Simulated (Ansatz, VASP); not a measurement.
Given: the input of a run of VASP 6.6.1 on TiO. The cell comes from a database or a generator and needn't be the stable form of this composition.

Contents of INCAR:

```
PREC     = Accurate       # precision mode
ENCUT    = 600            # plane-wave cutoff, eV
EDIFF    = 1E-6           # SCF threshold, eV
ISMEAR   = -1             # smearing method
SIGMA    = 0.05           # smearing width, eV
LREAL    = F              # projectors in reciprocal space
LASPH    = T              # aspherical terms in the spheres
NELM     = 60             # most SCF steps
ALGO     = Normal         # electronic algorithm
ISIF     = 3              # what is computed and relaxed
LWAVE    = F              # write WAVECAR
LCHARG   = F              # write CHGCAR
GGA      = B5             # functional
ALDAX    = 1.0          
AGGAX    = 1.0          
AGGAC    = 1.0          
ALDAC    = 0.0          
IBRION   = 2              # ionic algorithm
NSW      = 40             # ionic steps
EDIFFG   = -0.01          # ionic threshold
```

File KPOINTS:

```
regular mesh
0
Gamma
  9 9 7
```

POSCAR

```
TiO
1.0
    3.0093900000      0.0000000000      0.0000000000
    0.0000000000      3.0093900000      0.0000000000
    0.0000000000      0.0000000000      3.6804200000
Ti O
1 1
Direct
    0.0000000000      0.0000000000      0.0000000000
    0.0000000000      0.0000000000      0.5000000000
```

Potentials or basis: VASP PAW PBE potentials, release 64 (Ti_sv, O).

The run is started by

```bash
$ cat potpaw_PBE.64/Ti_sv/POTCAR potpaw_PBE.64/O/POTCAR > POTCAR
$ mpirun -np 1 vasp_std > vasp.out
```

Q: Set up the same calculation for Ansatz 0.2.0. Potentials or basis there: Ansatz PAW, cutoff 420 eV.

A: As run (cutoffs and basis follow the program's own potentials, and thresholds, step limits or extra output files can differ):

input.yaml

```yaml
crystal:
  lattice:
    - [3.00939, 0.0, 0.0]
    - [0.0, 3.00939, 0.0]
    - [0.0, 0.0, 3.68042]
  atoms:
    - { symbol: Ti, position: [0.0, 0.0, 0.0] }
    - { symbol: O, position: [0.0, 0.0, 0.5] }
hamiltonian:
  xc: blyp
  pseudopotentials: { kind: paw }
kpoints:
  mp_grid: { grid: [9, 9, 7] }
scf:
  occupations: { method: fermi_dirac, width: 0.05 }
output:
  forces: true
  stress: true
  eigenvalues: true
relax:
  f_tol: 0.01
  max_steps: 40
  cell: { stress_tol: 0.05 }
```

Potentials or basis: Ansatz PAW.

Run with:

```bash
$ ansatz run input.yaml --threads 2 --pin off --max-ram 5632MiB --backend cpu --events-out ev --progress --plain --runs-dir out
```

Both were run:

|  | VASP | Ansatz |
| --- | --- | --- |
| Relaxed volume | 17.50 Å³/atom | 17.51 Å³/atom |
| Relaxed cell | a = 3.071 Å, b = 3.071 Å, c = 3.710 Å, α = 90.00°, β = 90.00°, γ = 90.00° | a = 3.075 Å, b = 3.075 Å, c = 3.703 Å, α = 90.00°, β = 90.00°, γ = 90.00° |
| Space group after relaxing | P4/mmm (No. 123) | P4/mmm (No. 123) |
| Pressure after relaxing | 0.0 GPa | 0.0 GPa |

Ansatz's pressure holds a Pulay term of +0.42 GPa for its cutoff of 420 eV, which the other run lacks.

VASP's potentials were made for PBE. Ansatz's potentials were made for PBE.

Where Ansatz's input types no cutoff or centring, it takes its own default and a Γ-centred mesh.

Pressure is positive in compression.
